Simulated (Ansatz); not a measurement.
Band structure of BaS

```xyz
2
Lattice="0.0000 3.1938 3.1938 3.1938 0.0000 3.1938 3.1938 3.1938 0.0000" Properties=species:S:1:pos:R:3 pbc="T T T"
Ba    0.0000    0.0000    0.0000
S     3.1938    3.1938    3.1938
```

Atom numbers follow the list: Ba1, S2.

The cell is COD entry 9008600, as deposited and not checked against the literature; nothing was relaxed.

No spin–orbit coupling, which matters for the heavy atoms here.

Computed with DFT, PBEsol, all-electron LAPW, scalar-relativistic (Ansatz 0.2.0).

Settings: a Γ-centred 8×8×8 k mesh, Fermi–Dirac smearing of 0.02 eV, basis error target 0.25 meV/atom, no spin polarisation.

Points in fractions of the reciprocal vectors of this cell: Γ (0, 0, 0), X (0.5, 0, 0.5), U (0.625, 0.25, 0.625), K (0.375, 0.375, 0.75), L (0.5, 0.5, 0.5), W (0.5, 0.25, 0.75). The path joins them by straight lines in the order Γ–X–U–K–Γ–L–W–X; legs that retrace an earlier one aren't tabulated. Energies are in eV from the top of the valence band.

(1) Metal or insulator at this level of theory?

(2) Tabulate bands 19 to 24, counted from the lowest band of the run, along the path.

Answers

(1) An insulator or semiconductor: gap 2.08 eV, indirect from Γ to X (0.5, 0, 0.5).

(2) 
| k (1/Å) | point | band 19 | band 20 | band 21 | band 22 | band 23 | band 24 |
| --- | --- | --- | --- | --- | --- | --- | --- |
| 0.00 | Γ | 0.00 | 0.00 | 0.00 | 3.50 | 3.88 | 3.88 |
| 0.14 |  | -0.30 | -0.03 | -0.03 | 3.72 | 3.73 | 4.06 |
| 0.28 |  | -0.83 | -0.08 | -0.08 | 3.37 | 4.07 | 4.55 |
| 0.42 |  | -1.20 | -0.13 | -0.13 | 2.96 | 4.43 | 5.20 |
| 0.56 |  | -1.23 | -0.15 | -0.15 | 2.59 | 4.85 | 5.45 |
| 0.70 |  | -0.97 | -0.14 | -0.14 | 2.31 | 5.33 | 5.71 |
| 0.84 |  | -0.63 | -0.12 | -0.12 | 2.14 | 5.79 | 5.91 |
| 0.98 | X | -0.46 | -0.11 | -0.11 | 2.08 | 5.99 | 6.02 |
| 1.03 |  | -0.46 | -0.13 | -0.12 | 2.11 | 6.02 | 6.05 |
| 1.08 |  | -0.47 | -0.21 | -0.16 | 2.19 | 6.11 | 6.13 |
| 1.13 |  | -0.47 | -0.31 | -0.22 | 2.33 | 6.25 | 6.26 |
| 1.18 |  | -0.47 | -0.45 | -0.29 | 2.50 | 6.41 | 6.44 |
| 1.23 |  | -0.60 | -0.48 | -0.38 | 2.71 | 6.34 | 6.55 |
| 1.28 |  | -0.76 | -0.48 | -0.47 | 2.96 | 6.08 | 6.63 |
| 1.33 | U | -0.91 | -0.56 | -0.48 | 3.23 | 5.83 | 6.61 |
| 1.42 |  | -1.01 | -0.59 | -0.49 | 3.43 | 5.52 | 6.57 |
| 1.50 |  | -1.11 | -0.58 | -0.51 | 3.73 | 5.04 | 6.53 |
| 1.59 |  | -1.17 | -0.57 | -0.52 | 4.11 | 4.56 | 6.51 |
| 1.68 |  | -1.17 | -0.57 | -0.52 | 4.11 | 4.56 | 6.51 |
| 1.76 |  | -1.11 | -0.58 | -0.51 | 3.73 | 5.04 | 6.53 |
| 1.85 |  | -1.01 | -0.59 | -0.49 | 3.43 | 5.52 | 6.57 |
| 1.93 | K | -0.91 | -0.56 | -0.48 | 3.23 | 5.83 | 6.61 |
| 2.08 |  | -1.31 | -0.81 | -0.48 | 4.20 | 5.14 | 6.08 |
| 2.23 |  | -1.53 | -0.94 | -0.44 | 4.56 | 5.15 | 5.46 |
| 2.38 |  | -1.50 | -0.92 | -0.36 | 4.13 | 4.92 | 5.14 |
| 2.53 |  | -1.22 | -0.73 | -0.24 | 3.87 | 4.48 | 4.74 |
| 2.68 |  | -0.75 | -0.44 | -0.12 | 3.79 | 4.15 | 4.27 |
| 2.83 |  | -0.25 | -0.13 | -0.03 | 3.77 | 3.84 | 3.95 |
| 2.98 | Γ | 0.00 | 0.00 | 0.00 | 3.50 | 3.88 | 3.88 |
| 3.10 |  | -0.15 | -0.07 | -0.07 | 3.69 | 3.89 | 3.96 |
| 3.22 |  | -0.51 | -0.25 | -0.25 | 3.84 | 4.17 | 4.17 |
| 3.34 |  | -0.93 | -0.48 | -0.48 | 3.93 | 4.52 | 4.52 |
| 3.46 |  | -1.33 | -0.70 | -0.70 | 4.13 | 4.97 | 4.97 |
| 3.59 |  | -1.64 | -0.88 | -0.88 | 4.48 | 5.52 | 5.52 |
| 3.71 |  | -1.84 | -0.99 | -0.99 | 4.94 | 5.94 | 6.07 |
| 3.83 | L | -1.91 | -1.03 | -1.03 | 5.39 | 5.56 | 6.37 |
| 3.93 |  | -1.86 | -1.01 | -1.00 | 5.25 | 5.49 | 6.35 |
| 4.03 |  | -1.73 | -0.96 | -0.92 | 4.98 | 5.26 | 6.39 |
| 4.13 |  | -1.55 | -0.87 | -0.80 | 4.70 | 4.95 | 6.54 |
| 4.23 |  | -1.36 | -0.74 | -0.67 | 4.48 | 4.65 | 6.76 |
| 4.33 |  | -1.21 | -0.60 | -0.55 | 4.32 | 4.41 | 6.55 |
| 4.43 |  | -1.11 | -0.49 | -0.47 | 4.23 | 4.25 | 6.38 |
| 4.52 | W | -1.08 | -0.44 | -0.44 | 4.20 | 4.20 | 6.32 |
| 4.59 |  | -1.04 | -0.46 | -0.41 | 3.72 | 4.71 | 6.29 |
| 4.67 |  | -0.92 | -0.47 | -0.36 | 3.28 | 5.24 | 6.23 |
| 4.74 |  | -0.74 | -0.47 | -0.30 | 2.89 | 5.78 | 6.16 |
| 4.81 |  | -0.52 | -0.47 | -0.24 | 2.56 | 6.09 | 6.31 |
| 4.88 |  | -0.47 | -0.32 | -0.17 | 2.30 | 6.05 | 6.40 |
| 4.95 |  | -0.46 | -0.16 | -0.13 | 2.14 | 6.02 | 6.11 |
| 5.02 | X | -0.46 | -0.11 | -0.11 | 2.08 | 5.99 | 6.02 |
